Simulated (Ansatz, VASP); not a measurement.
**InH3: VASP beside Ansatz**

The input INCAR:

```
SYSTEM = InH3
  PREC = Accurate
  ENCUT = 600
  EDIFF = 1E-6
  ISMEAR = 0
  SIGMA = 0.1
  LREAL = .FALSE.
  LASPH = .TRUE.
  NELM = 100
  ALGO = Normal
  ISIF = 3
  LWAVE = .FALSE.
  LCHARG = .FALSE.
  GGA = PE
  IBRION = 2
  NSW = 100
  EDIFFG = -0.01
```

File KPOINTS:

```
regular mesh
0
G
  14 14 14
  0 0 0
```

The input POSCAR:

```
InH3
1.0
    3.2925280347      0.0000000000      0.0000000000
    0.0000000000      3.2925280347      0.0000000000
    0.0000000000      0.0000000000      3.2925280347
In H
1 3
Direct
    0.0000000000      0.0000000000      0.0000000000
    0.0000000000      0.5000000000      0.5000000000
    0.5000000000      0.0000000000      0.5000000000
    0.5000000000      0.5000000000      0.0000000000
```

Input for Ansatz:

```yaml
crystal:
  lattice:
    - [3.2925280347, 0.0, 0.0]
    - [0.0, 3.2925280347, 0.0]
    - [0.0, 0.0, 3.2925280347]
  atoms:
    - { symbol: In, position: [0.0, 0.0, 0.0] }
    - { symbol: H, position: [0.0, 0.5, 0.5] }
    - { symbol: H, position: [0.5, 0.0, 0.5] }
    - { symbol: H, position: [0.5, 0.5, 0.0] }
basis:
  ecutwfc: 420
kpoints:
  mp_grid: { grid: [14, 14, 14] }
hamiltonian:
  xc: pbe
scf:
  occupations: { method: gaussian, width: 0.1 }
output:
  forces: true
  stress: true
  eigenvalues: true
relax:
  adjacent_minimum: "off"
  f_tol: 0.01
  max_steps: 80
  cell: { stress_tol: 0.05 }
```

Alike in both runs: task relaxation of cell and atoms; functional PBE; k mesh 14 × 14 × 14; occupations gaussian, width 0.1 eV; no spin polarisation.

```csv
,VASP,Ansatz
version,VASP 6.6.1,Ansatz 0.2.0
potentials or method,"VASP PAW PBE potentials, release 64 (In_d, H)","scalar-relativistic, plane waves, PAW"
plane-wave cutoff (eV),600,420
valence electrons in the cell,16,16
```

|  | VASP | Ansatz | Ansatz less VASP |
| --- | --- | --- | --- |
| gap on the k mesh at the Fermi level, each at its own relaxed structure (eV) | none | none | - |
| relaxed volume (Å³/atom) | 8.90 | 8.90 | -0.006 |
| relaxed cell length with the largest relative difference (Å) | 3.290 | 3.289 | -0.0008 |

A gap of «none» marks a metal or a gap that the smearing closes.
